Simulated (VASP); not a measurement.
The system is KF (Carobbiite).

```
K F
1.0
     0.00000    2.67185    2.67185
     2.67185    0.00000    2.67185
     2.67185    2.67185    0.00000
K F
1 1
Direct
  0.00000 0.00000 0.00000
  0.50000 0.50000 0.50000
```

```yaml
Program: VASP 6.6.1
Task: single point
Functional: PBE
Potentials_or_basis: VASP PAW PBE potentials, release 64 (K_sv, F)
Cutoff: 520 eV
k_mesh: 9 × 9 × 9
Occupations: fermi-dirac, width 0.05 eV
Spin: no spin polarisation
```

On this cell: pressure 1.4 GPa; largest force zero by symmetry; band gap on the k mesh 6.17 eV, direct.

The same run follows on a disturbed copy (atoms moved at random, drawn with an rms of 0.05 Å):

```
K F
1.0
     0.00000    2.67185    2.67185
     2.67185    0.00000    2.67185
     2.67185    2.67185    0.00000
K F
1 1
Direct
  0.00582 0.98616 0.00455
  0.50055 0.48674 0.51722
```

Task: What does the disturbed cell give?

Result: The energy moves by +0.7 meV/atom; pressure 1.5 GPa; largest force 0.070 eV/Å; band gap on the k mesh 6.17 eV, direct.

Forces on the atoms (eV/Å):
```
K    0.059  0.033 -0.021
F   -0.059 -0.033  0.021
```

Caveats: an odd mesh through Γ misses points on the zone boundary, where band edges often lie.
